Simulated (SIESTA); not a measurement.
Runs of SIESTA 5.4.2 on Sb. The structure is monoclinic, space group P2_1/m (No. 11). The conventional cell has a = 3.122 Å, b = 4.348 Å, c = 4.406 Å, α = 90.00°, β = 90.51°, γ = 90.00°. Sb (site symmetry m) is surrounded by 6 Sb at 3.04 to 3.15 Å. This isn't the form of Sb at room conditions, which is rhombohedral.

```csv
task,level,potentials or basis,gap on the mesh (eV),pressure (GPa),V0 of scaled cells (Å³/atom),B0 (GPa),largest force (eV/Å)
band structure,PBEsol,"PseudoDojo 0.4 standard (PBEsol files), DZP (energy shift 0.003 Ry; two zetas on semicore shells)",none,(a),-,-,0.10
equation of state,LDA,"PseudoDojo 0.4 standard (LDA files), DZP (energy shift 0.003 Ry; two zetas on semicore shells)",-,-,28.70,(c),-
band structure,LDA,"PseudoDojo 0.4 standard (LDA files), DZP (energy shift 0.003 Ry; two zetas on semicore shells)",none,(b),-,-,0.08
equation of state,PBEsol,"PseudoDojo 0.4 standard (PBEsol files), DZP (energy shift 0.003 Ry; two zetas on semicore shells)",-,-,29.28,60,-
```

Alike in all rows: no spin polarisation; cell as given; k mesh 9 × 6 × 6; smearing fermi-dirac 0.05 eV; grid cutoff 500 Ry; energy shift 0.003 Ry.

Q: Estimate the missing entries.

A: (a) -1.2; (b) -2.4; (c) 63.

Caveats: the basis of atomic orbitals isn't converged, which shifts pressures, moduli and gaps; the cell was scaled at fixed shape and fractional positions, which overstates the stiffness of a crystal with free parameters, most of all of layers and chains (some runs).

A k mesh can miss the band edges, and the runs leave out spin-orbit coupling on Sb.

A gap of «none» marks a metal or a gap under the smearing width.

Not every run made on this cell is shown here.
